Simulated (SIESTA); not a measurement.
BaTiO3:

```
Ba Ti O
1.0
     3.99980    0.00000    0.00000
     0.00000    3.99980    0.00000
     0.00000    0.00000    4.01800
Ba Ti O
1 1 3
Direct
  0.00000 0.00000 0.00000
  0.50000 0.50000 0.49000
  0.00000 0.50000 0.51700
  0.50000 0.00000 0.51700
  0.50000 0.50000 0.01900
```

Base run:

| Quantity | Value |
| --- | --- |
| Program | SIESTA 5.4.2 |
| Functional | vdW-DF-cx |
| Potentials or basis | PseudoDojo 0.4 standard (PBE files) |
| Basis | DZP (energy shift 0.003 Ry; two zetas on semicore shells; d shell added on Ba) |
| Grid cutoff | 800 Ry |
| Energy shift | 0.003 Ry |
| k mesh | 7 × 7 × 7 |
| Occupations | fermi-dirac, width 0.05 eV |
| Spin | no spin polarisation |

Its results: band gap on the k mesh 1.81 eV, indirect (least direct gap 1.99 eV); pressure -0.3 GPa; largest force 0.203 eV/Å.

Problem. After a change of settings the same cell gave: band gap on the k mesh 1.87 eV, indirect (least direct gap 1.99 eV); pressure 4.6 GPa; largest force 0.220 eV/Å. Which change was it?
A. functional from vdW-DF-cx to AM05; potentials or basis from PseudoDojo 0.4 standard (PBE files) to PseudoDojo 0.4 standard (PBEsol files)
B. functional from vdW-DF-cx to BLYP
C. functional from vdW-DF-cx to PBE; k mesh from 7 × 7 × 7 to 5 × 5 × 5
D. basis from DZP (energy shift 0.003 Ry; two zetas on semicore shells; d shell added on Ba) to DZP (energy shift 0.002 Ry; d shell added on Ba); energy shift from 0.003 Ry to 0.002 Ry

Solution. C.

Caveats: this set's barium file shifts pressures by up to 1 GPa against other sets; spin-orbit coupling is left out, which moves the levels of the heavy elements; the basis of atomic orbitals isn't converged, which shifts pressures, moduli and gaps; the potentials were made for another functional, which shifts forces and pressure (some runs); the mesh misses the band edges, which the band path finds closer together (some runs); an odd mesh through Γ misses points on the zone boundary, where band edges often lie (some runs).

Not every run made on this cell is shown here.
